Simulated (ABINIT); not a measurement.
GaAs:

```
As Ga
1.0
     0.00000    2.82685    2.82685
     2.82685    0.00000    2.82685
     2.82685    2.82685    0.00000
As Ga
1 1
Direct
  0.75000 0.75000 0.75000
  0.00000 0.00000 0.00000
```

Base run:

| Item | Value |
| --- | --- |
| Program | ABINIT 10.8.3 (patched build) |
| Functional | LDA |
| Potentials or basis | PseudoDojo NC SR LDA v0.4.1 standard |
| Cutoff | 980 eV |
| k mesh | 6 × 6 × 6 |
| Occupations | fermi-dirac, width 0.05 eV |
| Spin | no spin polarisation |

Its results: band gap on the k mesh 0.28 eV, direct.

**Question.** The run is repeated on the same cell with these changes: functional from LDA to PBEsol; potentials or basis from PseudoDojo NC SR LDA v0.4.1 standard to PseudoDojo NC SR PBEsol v0.4.1 standard; cutoff from 980 eV to 1034 eV. What comes out?

**Answer.** Band gap on the k mesh 0.44 eV, direct.

A k mesh can miss the band edges.
